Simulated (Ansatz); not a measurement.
# Added area resistance of 1 to 9 Au layers in Ag(100) (PBEsol) and Ir(111) (PBE) leads, from ballistic transport without spin-orbit coupling

The quantity calculated is the area resistance that a Au film of one to nine layers adds to a perfect crystal of Ag or Ir, with the current normal to the layers. Its zero is the resistance of the unbroken lead, so a film that transmits every electron of the lead would score zero. The question is how this added resistance depends on the lead and on the number of layers. It matters for metal contacts and multilayers a few nanometres thick, where interfaces can contribute more resistance than the metal between them. The two series differ in crystal face, film strain and functional as well as in the lead metal, so their contrast belongs to the whole junction.

## Calculations

Planar junctions lead / film / lead, one atom a layer where the face allows, current normal to the layers. Leads are perfect crystals at room-temperature lattice constants. The film takes the lead's in-plane lattice, with its layer spacing set to keep its own atomic volume; all atoms sit on ideal sites and are not relaxed. Program: Ansatz 0.2.0, plane waves with PAW potentials, functional as each row names it (PBE, PBEsol), wave cutoff 420 eV, Fermi-Dirac smearing of 0.1 eV. No spin polarisation and no spin-orbit coupling. Transport is ballistic and coherent at zero bias (Landauer, wave matching layer by layer), averaged over a mesh of wavevectors across the current and over the Fermi window at 300 K; no phonons or disorder. Selection: Runs whose potential in the leads had a step over 25 meV, or whose mesh the program flagged as unconverged, are left out. Runs with an error estimate over 15 per cent are left out.

Notes on method and selection:

- Interfaces are ideal and ordered, so the wavevector along the interface is conserved; real interfaces are mixed and rough.
- Quantum-well states in the film make the resistance oscillate with thickness.
- The typed smearing and mesh set the lead's Fermi level, which moves conductances of d metals by some per cent, and most where the lead's density of states is steep.
- Spin-orbit coupling is left out where no row notes it, which matters most for the elements from Hf on.
- A perfect film has no bulk resistance here, and nothing scatters electrons between its faces, so the added resistance is not twice a symmetric interface resistance: it holds the mismatch of channels too, since a film with fewer channels than its lead caps the conductance, and swapping film and lead changes it.
- The functional differs between rows (PBE, PBEsol, as each names it), which is to be said wherever rows are compared.
- Runs in which the search for lower states was switched off are not listed.
- Runs that did not converge, have known faults or may not be shown are not listed, and runs on Ansatz's PAW sets soft_1 and soft_2 are kept to separate tables.

Columns:

- layers: atomic layers in the film.
- lead conductance (1e15 S/m²): Sharvin conductance of the perfect lead along the same normal.
- film strain (%): in-plane linear strain of the film on the lead's lattice against its own room-temperature lattice, positive when stretched.
- error estimate (%): the program's own largest estimate of the error of the conductance (mesh, energy step, lead length).
- area resistance (1e-15 Ω m²): area resistance beyond that of the perfect lead, A (1/G - 1/G_lead), both spins.
- transmitted share: conductance divided by the Sharvin conductance of the perfect lead.

Input lines of one member:

```
kpoints:
  mp_grid: { grid: [13, 13, 2] }
hamiltonian:
  xc: pbesol
scf:
  occupations: { method: fermi_dirac, width: 0.1 }
output:
  transmission: { leads: [[0, 1]], kmesh: [26, 26], e_range: [-1.0, 1.0], de: 0.036 }
```

Command (options for logging and memory left out): `ansatz run input.yaml --threads 4 --backend cpu`

## The series

| member | film and lead, functional | layers | lead conductance (1e15 S/m²) | film strain (%) | error estimate (%) | area resistance (1e-15 Ω m²) | transmitted share |
| --- | --- | --- | --- | --- | --- | --- | --- |
| 1 layer | Au(100) in Ag(100), PBEsol | 1 | 0.856 | 0.2 | 5 | 0.083 | 0.934 |
| 3 layers | Au(100) in Ag(100), PBEsol | 3 | 0.856 | 0.2 | 5 | 0.075 | 0.939 |
| 5 layers | Au(100) in Ag(100), PBEsol | 5 | 0.856 | 0.2 | 5 | 0.068 | 0.945 |
| 7 layers | Au(100) in Ag(100), PBEsol | 7 | 0.855 | 0.2 | 5 | ? | ? |
| 9 layers | Au(100) in Ag(100), PBEsol | 9 | 0.856 | 0.2 | 5 | 0.070 | 0.944 |
| 1 layer | Au(111) in Ir(111), PBE | 1 | 1.928 | −5.9 | 6 | 0.484 | 0.517 |
| 3 layers | Au(111) in Ir(111), PBE | 3 | 1.927 | −5.9 | 7 | 1.213 | 0.300 |
| 5 layers | Au(111) in Ir(111), PBE | 5 | 1.927 | −5.9 | 7 | 1.303 | 0.285 |
| 7 layers | Au(111) in Ir(111), PBE | 7 | 1.928 | −5.9 | 11 | 1.336 | 0.280 |
| 9 layers | Au(111) in Ir(111), PBE | 9 | 1.928 | −5.9 | 7 | 1.313 | 0.283 |

Cells marked ? are withheld until the estimate has been made.

## Why the values move as they do

The choice of junction matters more than the thickness. At nine layers the film adds 1.313 in Ir and 0.070 in Ag (1e-15 Ω m²), a ratio of 1.313 / 0.070 = 18.8. The change of functional is unlikely to produce the difference of 1.313 − 0.070 = 1.243, though it could alter the ratio, whose denominator is small.

The likely reason lies in the states at the Fermi level. Ag and Au each have one broad s-like band there, and their lattices nearly match, so most electrons find a similar state in the film. Ir also has d states at the Fermi level, which give it many more channels: its lead conductance is 1.928, against 0.856 for Ag (1e15 S/m²). The d states of Au lie well below the Fermi level, so many electrons arriving from Ir find no propagating state in the film.

This probably also accounts for the thickness dependence in Ir. A single layer is thin enough for electrons to tunnel through in states that decay inside Au. By three layers most of that contribution is gone, and the resistance has risen by 1.213 − 0.484 = 0.729. From three to nine layers the values span only 1.336 − 1.213 = 0.123, which is within the error estimates. A plateau is expected, because a perfect film has no bulk resistance. It describes a film held at −5.9 % in-plane strain, which a real film of nine layers would probably relieve through dislocations.

In Ag the shown values fall from 0.083 at one layer to 0.068 at five, and the nine-layer value is 0.070. The added resistance is here a small difference between two larger resistances. An error of 5 % in the conductance at five layers corresponds to 0.05 / (0.856 × 0.945) = 0.062 (1e-15 Ω m²), nearly the whole added resistance. The small size of the effect is therefore secure, but its dependence on thickness is not resolved.

## Estimating the withheld member

Plain estimates from the members shown:

- 7 layers (Au(100) in Ag(100), PBEsol), straight-line interpolation between 5 layers and 9 layers: w = (7 − 5) / (9 − 5) = 0.500, so 0.068 + 0.500 × (0.070 − 0.068) = 0.069 1e-15 Ω m²
- 7 layers (Au(100) in Ag(100), PBEsol), from its own Au(111) in Ir(111), PBE value plus the mean shift Au(100) in Ag(100), PBEsol − Au(111) in Ir(111), PBE over the other 4 members (−1.004, standard deviation 0.35): 1.336 − 1.004 = 0.332 1e-15 Ω m²

The straight line between five and nine layers in Ag gives 0.069 and is the route chosen. Both neighbours have the same lead, face, strain and functional as the missing film, and they differ by only 0.002.

The estimate through the Ir series, 0.332, is rejected. It assumes a constant shift between the leads, yet that shift runs from 0.083 − 0.484 = −0.401 at one layer to 0.070 − 1.313 = −1.243 at nine, because the tunnelling through the thinnest film in Ir has no counterpart in Ag.

Interpolation can be tried on two shown films in Ag. For three layers, the neighbours at one and five give (0.083 + 0.068) / 2 = 0.0755, against 0.075. For five layers, the neighbours at three and nine give 0.075 + (2 / 6) × (0.070 − 0.075) = 0.0733, against 0.068. The misses are 0.0755 − 0.075 = 0.0005 and 0.0733 − 0.068 = 0.0053, with a root mean square of 0.004, which is taken as one standard deviation.

Quantum-well interference could move the seven-layer value either way, but weak reflection at the Ag/Au interfaces should keep the oscillation small. Its phase cannot be read from the shown thicknesses, so no shift is applied. The error bar refers to the value this calculation would return; the uncertainty of the added resistance itself is larger.

**Committed estimate, 7 layers (Au(100) in Ag(100), PBEsol): area resistance = 0.069 ± 0.004 1e-15 Ω m².**

## The answer

| member | film and lead, functional | layers | lead conductance (1e15 S/m²) | film strain (%) | error estimate (%) | area resistance (1e-15 Ω m²) | transmitted share |
| --- | --- | --- | --- | --- | --- | --- | --- |
| 7 layers | Au(100) in Ag(100), PBEsol | 7 | 0.855 | 0.2 | 5 | 0.067 | 0.946 |

| member | estimate | area resistance (1e-15 Ω m²) | computed | estimate − computed | miss in error bars |
| --- | --- | --- | --- | --- | --- |
| 7 layers (Au(100) in Ag(100), PBEsol) | committed | 0.069 | 0.067 | +0.002 | 0.5 |
| 7 layers (Au(100) in Ag(100), PBEsol) | interpolation | 0.069 | 0.067 | +0.002 |  |
| 7 layers (Au(100) in Ag(100), PBEsol) | shift from Au(111) in Ir(111), PBE | 0.332 | 0.067 | +0.265 |  |

The estimate of 0.069 ± 0.004 lies 0.002 above the computed 0.067 (1e-15 Ω m²), half an error bar away. It is the plain interpolation unchanged, so it did no better than that. The route through the Ir series missed by 0.265, about four times the value sought.

Neighbouring thicknesses in the same lead were the right basis. A constant shift between leads fails mainly because of the single layer, where the shift is −0.401; at seven layers it is 0.067 − 1.336 = −1.269. Even without the single layer, the mean shift of (0.075 + 0.068 + 0.070 − 1.213 − 1.303 − 1.313) / 3 = −1.205 would give 1.336 − 1.205 = 0.131, about twice the computed value.

The result fits a film without bulk resistance between well-matched leads. The discussion of the series went too far, however, in judging the change with thickness by the full 5 % error of one conductance. In Ag the program gives junction and lead nearly equal errors, and both are computed on the same mesh across the current, so much of the error probably cancels. If it were shared in full, the added resistance at five layers would be off by only 0.05 × 0.068 = 0.003 (1e-15 Ω m²), not by 0.062. Errors of equal size need not have equal sign, though, and the series has no film repeated on a denser mesh.

The fall from 0.083 at one layer to 0.068 at five is therefore probably a real feature of these ideal junctions, but it is not confirmed. Part of it may come from a setting: the self-consistent mesh has fewer points along the current from five layers on than at one and three. The step from 0.083 to 0.075 is free of that change. The differences between five, seven and nine layers are too small to say anything about quantum-well interference. The same Ag lead comes out at 0.855 in one run and 0.856 in the others, which corresponds to 1 / 0.855 − 1 / 0.856 = 0.0014, about as much as those differences.

The ratio of 18.8 between the leads at nine layers has a small denominator, so it is only as firm as the cancellation of errors in Ag. The difference, 1.313 − 0.070 = 1.243, does not depend on that cancellation and is the firmer statement.

## Outliers

Only the single Au layer in Ir stands clearly apart. The four thicker films in Ir have a mean of (1.213 + 1.303 + 1.336 + 1.313) / 4 = 1.291, and its 0.484 lies 1.291 − 0.484 = 0.807 below that (1e-15 Ω m²). The likeliest reason is transmission through states that decay inside Au: one layer is too thin to block the Ir d electrons, which lowers the resistance, as observed. Strain does not explain the departure, since all the films in Ir carry the same −5.9 %.

The three-layer film in Ir lies 1.317 − 1.213 = 0.104 below the mean of the five-, seven- and nine-layer films, (1.303 + 1.336 + 1.313) / 3 = 1.317. That is about three times the span of those three films, 1.336 − 1.303 = 0.033. The 7 % error in conductance corresponds to 0.07 / (1.927 × 0.300) = 0.121, but part of it is probably common to all the films, so it does not rule out a physical cause. A remnant of the same tunnelling has the right sign, and in the runs the transmission close to normal incidence still falls from three layers to nine. Whether this accounts for the whole 0.104 is open. In Ag, the single layer has the highest value, 0.083, which is 0.013 above the mean of the others. This excess would exceed the numerical error if junction and lead share most of theirs; its cause is not established here.

## Conclusions and limits

For these ideal junctions, Au adds 0.067 to 0.083 in Ag from one to nine layers, and 1.213 to 1.336 in Ir from three to nine (1e-15 Ω m²). In Ag most of the change comes between one and five layers; it is probably real for these junctions, but calculations on a denser mesh would have to confirm it. Interpolating the five- or seven-layer film in Ir from its two neighbours misses by about 0.03, a share of 0.03 / 1.303 = 0.02 of the value. Interpolating the three-layer film from one and five layers misses by 1.213 − (0.484 + 1.303) / 2 = 0.32, because the steep initial rise is not a straight line.

For a contact of 100 nm × 100 nm, an area of 1e-14 m², each 1e-15 Ω m² of area resistance amounts to 0.1 Ω. Nine layers therefore add 1.313 × 0.1 = 0.13 Ω in Ir and 0.070 × 0.1 = 0.007 Ω in Ag, beyond the resistance of the perfect lead.

Mixing of Ag and Au at the interfaces is left out and could matter beside the spread of the Ag series, 0.083 − 0.067 = 0.016. It would probably raise the resistance, because disorder scatters electrons that an ideal interface lets through.

[Logs are printed without paths, hosts, clocks, repeated set-up lines and the standing remarks that a program may print on its own settings, such as how far it seeks lower states.]
